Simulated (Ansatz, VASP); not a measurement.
# One calculation of Lu, two programs

```xyz
2
Lattice="3.4448 0.0000 0.0000 -1.7224 2.9833 0.0000 0.0000 0.0000 5.3398" Properties=species:S:1:pos:R:3 pbc="T T T"
Lu    0.0000    1.9889    1.3350
Lu    1.7224    0.9944    4.0049
```

Alike in both runs: functional PBEsol; k mesh 10 × 10 × 6; occupations fermi-dirac, width 0.05 eV; no spin polarisation.

Ansatz relaxed the structure, and its values are those at the end. VASP's run is a single point on that final structure, the one shown.

|  | VASP | Ansatz |
| --- | --- | --- |
| version | VASP 6.6.1 | Ansatz 0.2.0 |
| potentials or method | VASP PAW PBE potentials, release 64 (Lu) | PAW with Ansatz's default frozen-core files, scalar-relativistic |
| plane-wave cutoff (eV) | 520 | 420 |
| valence electrons in the cell | 50 | 50 |

|  | VASP | Ansatz | Ansatz less VASP |
| --- | --- | --- | --- |
| pressure (GPa) | 0.1 | 0.0 | -0.14 |

Caveats: the PAW data sets were made with another functional, which shifts forces and pressure a little (VASP). The runs have no spin-orbit coupling, so splittings on Lu are missing.
